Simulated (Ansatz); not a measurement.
# How far is PAW off for PbI2?

```
CELL_PARAMETERS angstrom
4.61269 0.00000 0.00000
-2.30635 3.99471 0.00000
0.00000 0.00000 7.25703
ATOMIC_POSITIONS crystal
Pb 0.00000 0.00000 0.00000
I 0.66667 0.33333 0.74095
I 0.33333 0.66667 0.25905
```

Atom numbers follow the list: Pb1, I2, I3.

Conventional cell: a = 4.613 Å, b = 4.613 Å, c = 7.257 Å, α = 90.00°, β = 90.00°, γ = 120.00°. Pb (atom 1) has 6 I at 3.26 Å as nearest neighbours. I (atom 2) is surrounded by 3 Pb at 3.26 Å.

Structure from Materials Project entry mp-22893 (possibly hypothetical), not relaxed further.

No spin–orbit coupling, which matters for the heavy atoms here.

Methods: DFT, PBEsol, PAW with Ansatz's default frozen-core files, scalar-relativistic (Ansatz 0.2.0); DFT, PBEsol, all-electron PAW with datasets made for the crystal, scalar-relativistic (Ansatz 0.2.0); DFT, PBEsol, all-electron LAPW, scalar-relativistic (Ansatz 0.2.0).

For PAW: a Γ-centred 6×6×4 k mesh, Fermi–Dirac smearing of 0.02 eV, cutoff 420 eV, no spin polarisation; the PAW files were made with PBE, and the program remakes their frozen cores for this functional. The crystal-made all-electron datasets (AE datasets) take a cutoff of 240 eV at this cell. LAPW targets a basis error of 1 meV/atom. The Ansatz runs share mesh, smearing and spin set-up. Plane-wave (PAW) pressures include the program's estimate of the Pulay term.

Stress and pressure are positive in compression.

Levels count from the top of the valence band.

| quantity | PAW | AE datasets | LAPW |
| --- | --- | --- | --- |
| pressure (GPa) | -1.02 | -1.01 | -1.01 |
| force on I2, z (eV/Å) | 0.178 | 0.177 | 0.178 |
| band gap (eV) | 2.239 | 2.238 | 2.238 |
| highest filled level at L (eV) | -0.611 | -0.612 | -0.611 |
| lowest empty level at L (eV) | 3.226 | 3.225 | 3.225 |
| highest filled level at Γ (eV) | -0.641 | -0.642 | -0.642 |
| lowest empty level at Γ (eV) | 2.472 | 2.471 | 2.471 |
| highest filled level at H (eV) | -0.064 | -0.064 | -0.064 |
| lowest empty level at H (eV) | 3.404 | 3.403 | 3.403 |

PAW's pressure differs from the LAPW value by about 0.01 GPa or less. Datasets made for the crystal and LAPW share parts of one code, so their agreement isn't an independent check.
